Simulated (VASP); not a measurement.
The system is MnF2.

```xyz
6
Lattice="4.8738 0.0000 0.0000 0.0000 4.8738 0.0000 0.0000 0.0000 3.3107" Properties=species:S:1:pos:R:3 pbc="T T T"
Mn    2.4369    2.4369    1.6554
Mn    0.0000    0.0000    0.0000
F     3.9249    0.9489    1.6554
F     3.3858    3.3858    0.0000
F     0.9489    3.9249    1.6554
F     1.4880    1.4880    0.0000
```

| Item | Value |
| --- | --- |
| Program | VASP 6.6.1 |
| Task | relaxation of cell and atoms |
| Functional | BLYP |
| Potentials or basis | VASP PAW PBE potentials, release 64 (Mn_pv, F) |
| Cutoff | 600 eV |
| k mesh | 5 × 5 × 6 |
| Occupations | fermi-dirac, width 0.05 eV |
| Spin | collinear spin, ferromagnetic start |
| Starting moments | [4.0, 4.0, 0.0, 0.0, 0.0, 0.0] μB |

At the start: pressure 5.8 GPa; volume 13.11 Å³/atom.

Question: How do energy, volume and symmetry change on relaxing?

Answer: Over 10 steps the energy falls by 14.3 meV/atom and the volume is 13.94 Å³/atom (+6.4 %); space group P4_2/mnm (No. 136, to 0.05 Å); moment 10.00 μB per cell.

Step by step:
| step | energy change (eV) | largest force (eV/Å) | pressure (GPa) | volume (Å³) |
| --- | --- | --- | --- | --- |
| 1 | 0.0000 | 0.0727 | 5.85 | 78.64 |
| 2 | -0.0826 | 0.0232 | -0.73 | 84.21 |
| 3 | -0.0844 | 0.0130 | -0.01 | 83.46 |
| 4 | -0.0843 | 0.0116 | 0.13 | 83.36 |
| 5 | -0.0851 | 0.0069 | 0.10 | 83.41 |
| 6 | -0.0856 | 0.0011 | 0.09 | 83.47 |
| 7 | -0.0858 | 0.0105 | 0.07 | 83.60 |
| 8 | -0.0859 | 0.0064 | 0.09 | 83.55 |
| 9 | -0.0860 | 0.0017 | -0.07 | 83.70 |
| 10 | -0.0860 | 0.0029 | -0.03 | 83.66 |

Final structure:
```
Mn F
1.0
     4.99000    0.00000    0.00000
     0.00000    4.99000    0.00000
     0.00000    0.00000    3.36001
Mn F
2 4
Direct
  0.50000 0.50000 0.50000
  0.00000 0.00000 0.00000
  0.80514 0.19486 0.50000
  0.69486 0.69486 0.00000
  0.19486 0.80514 0.50000
  0.30514 0.30514 0.00000
```

Caveat: the PAW data sets were made with another functional, which shifts forces and pressure a little; only a ferromagnetic start was run, and an antiferromagnetic order may lie lower in energy.
